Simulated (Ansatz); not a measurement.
**Ideal shear of a crystal plane in ZnS**

All numbers below come from DFT PBE, scalar-relativistic, plane waves, PAW in Ansatz. The runs took a 420 eV cutoff, a Γ-centred 8×8×2 mesh and Gaussian smearing (0.05 eV). No spin polarisation. Energies are free energies at this smearing, counted from the undisturbed cell; pressure is positive in compression.

The starting cell (relaxed at this level; this form isn't the usual structure):

```
Zn S
1.0
    -3.84620    0.00000    0.00000
    -1.92310   -3.33091    0.00000
    -1.92310   -1.11030   18.89858
Zn S
6 6
Direct
  0.00002 0.00002 0.77065
  0.50002 0.50002 0.27065
  0.38887 0.38887 0.60408
  0.88887 0.88887 0.10408
  0.27773 0.27773 0.93750
  0.77773 0.77773 0.43750
  0.45835 0.45835 0.39564
  0.95835 0.95835 0.89564
  0.23607 0.23607 0.06248
  0.73607 0.73607 0.56248
  0.34729 0.34729 0.72884
  0.84729 0.84729 0.22884
```

The cut lies on the cell's a–b face, a (0 0 -1) plane (indices in the standard cell, whose axes needn't be the Cartesian ones shown) of area 12.81 Å², between layers 2.36 Å apart. Vector c is tilted by f times 1·a + 0·b (length 3.846 Å) with the atoms' Cartesian places fixed: one unrelaxed fault a cell. The traction is dγ/du, the slope of γ against the slip u in Å. Some rows repeat others by symmetry and weren't run.

```csv
f,γ (mJ/m²),traction (GPa)
0.0000,0,0.0
0.1000,58,3.1
0.2000,239,6.3
0.3000,522,8.0
0.4000,807,6.0
0.5000,933,0.0
0.6000,807,-6.0
0.7000,522,-8.0
0.8000,239,-6.3
0.9000,58,-3.1
```

Read off the first barrier and the stress needed to climb it, and compare with Frenkel's sinusoid.

The first sampled maximum lies at f = 0.500, a slip of 1.92 Å, with γ ≈ 933 mJ/m², which stands in for the unstable fault energy γ_us, and the steepest sampled slope before it is 8.0 GPa. A sinusoid γ = γ_us sin²(πu/λ) with its maximum there has λ = 3.85 Å and a largest slope πγ_us/λ = 7.6 GPa (1 mJ/m² per Å = 0.01 GPa). The stand-in is too high: the stress and forces give a traction of 2.6 GPa across the line at this point, so it is no saddle, and slip that bends off the line crosses lower.

Is there a metastable fault on this line?

Apart from points where γ returns to about zero, no local minimum shows among the samples, so at this sampling the line offers no fault for a dislocation to split on; a fault can still lie off the line.

The cut is rigid; relaxing the faces lowers these energies and usually the stresses.

Cost: 6 runs of about 8.5 core-minutes in all, on Intel Xeon Platinum 8259CL (Skylake/Cascade Lake) (shared hosts).